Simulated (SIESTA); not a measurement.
The system is Ge.

```
CELL_PARAMETERS angstrom
5.65782 0.00000 0.00000
0.00000 5.65782 0.00000
0.00000 0.00000 5.65782
ATOMIC_POSITIONS crystal
Ge 0.25000 0.25000 0.25000
Ge 0.75000 0.25000 0.75000
Ge 0.25000 0.75000 0.75000
Ge 0.75000 0.75000 0.25000
Ge 0.00000 0.50000 0.50000
Ge 0.00000 0.00000 0.00000
Ge 0.50000 0.50000 0.00000
Ge 0.50000 0.00000 0.50000
```

Base run:

| Property | Result |
| --- | --- |
| Program | SIESTA 5.4.2 |
| Functional | PBE |
| Potentials or basis | Ansatz (PBE files) |
| Basis | DZP (energy shift 0.003 Ry; two zetas on semicore shells) |
| Grid cutoff | 800 Ry |
| Energy shift | 0.003 Ry |
| k mesh | 5 × 5 × 5 |
| Occupations | fermi-dirac, width 0.05 eV |
| Spin | no spin polarisation |

Its results: band gap on the k mesh 0.07 eV; pressure 5.5 GPa.

Task: The run is repeated on the same cell with these changes: potentials or basis from Ansatz (PBE files) to SPMS 1.0 (PBE files) or PseudoDojo by element. What comes out?

Result: Band gap on the k mesh none (metal or under the smearing width); pressure 4.7 GPa.

Caveats: the basis of atomic orbitals isn't converged, which shifts pressures, moduli and gaps; an odd mesh through Γ misses points on the zone boundary, where band edges often lie (some runs).

Not every run made on this cell is shown here.
